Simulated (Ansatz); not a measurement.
# Optical constants of Al$_{3}$Cu

Theory: Ansatz, DFT PBEsol, scalar-relativistic, plane waves, PAW. Settings: 420 eV plane-wave cutoff, Γ-centred 16×16×6 mesh, Fermi-Dirac smearing of 0.15 eV. No spin polarisation.

Relaxed structure:
```
CELL_PARAMETERS angstrom
2.78597 0.00000 0.00000
0.00000 2.78597 0.00000
0.00000 0.00000 7.56978
ATOMIC_POSITIONS crystal
Al 0.00000 0.00000 0.50000
Al 0.50000 0.50000 0.22139
Al 0.50000 0.50000 0.77861
Cu 0.00000 0.00000 0.00000
```

In a metal these results depend on the k mesh and the smearing.

Independent-particle response (no local fields, no excitons) on a 24×24×10 mesh, broadened by 0.1 eV; the Drude term is undamped and its weight carries the smearing above, which sets much of it in a semimetal. The run couldn't bound its error over part or most of this range, so small peaks and near ties are unsure. Light polarised along y. ε₁ lacks the small share of bands above those solved.

Question: Tabulate n, κ, the reflectivity and the absorption coefficient against photon energy.

Answer:
```tsv
E (eV)	n	κ	R	α (10⁵ cm⁻¹)
0.1	0.70	98.13	1.00	9.95
0.4	2.10	24.65	0.99	9.99
0.7	1.78	14.27	0.97	10.12
1.0	2.25	9.37	0.91	9.50
1.3	2.57	8.35	0.88	11.01
1.6	2.37	6.40	0.82	10.38
1.9	2.46	6.68	0.83	12.86
2.2	1.78	6.09	0.84	13.59
2.5	1.36	5.48	0.85	13.87
2.8	1.09	4.99	0.85	14.16
3.1	0.85	4.51	0.86	14.18
3.4	0.72	4.05	0.85	13.97
3.7	0.65	3.70	0.84	13.87
4.0	0.59	3.38	0.83	13.72
4.3	0.58	3.11	0.81	13.57
4.6	0.59	2.92	0.79	13.63
4.9	0.54	2.77	0.78	13.75
5.2	0.51	2.58	0.77	13.62
5.5	0.52	2.44	0.75	13.60
5.8	0.49	2.32	0.74	13.66
6.1	0.47	2.22	0.73	13.71
6.4	0.44	2.10	0.73	13.59
6.7	0.45	2.01	0.71	13.62
7.0	0.43	1.92	0.70	13.60
7.3	0.41	1.85	0.70	13.68
7.6	0.38	1.76	0.70	13.59
7.9	0.37	1.69	0.69	13.50
8.2	0.35	1.61	0.69	13.42
8.5	0.33	1.54	0.68	13.26
8.8	0.32	1.46	0.67	13.04
9.1	0.32	1.40	0.65	12.88
9.4	0.32	1.34	0.64	12.73
9.7	0.32	1.27	0.62	12.52
10.0	0.33	1.23	0.60	12.48
10.3	0.32	1.19	0.60	12.43
10.6	0.31	1.15	0.59	12.33
10.9	0.30	1.10	0.58	12.18
11.2	0.30	1.06	0.57	12.03
11.5	0.29	1.02	0.57	11.85
11.8	0.30	0.98	0.55	11.74
```

Question: Where is the highest local maximum of ε₂ between 0.3 and 12 eV?

Answer: At 1.2 eV, where ε₂ = 48.1.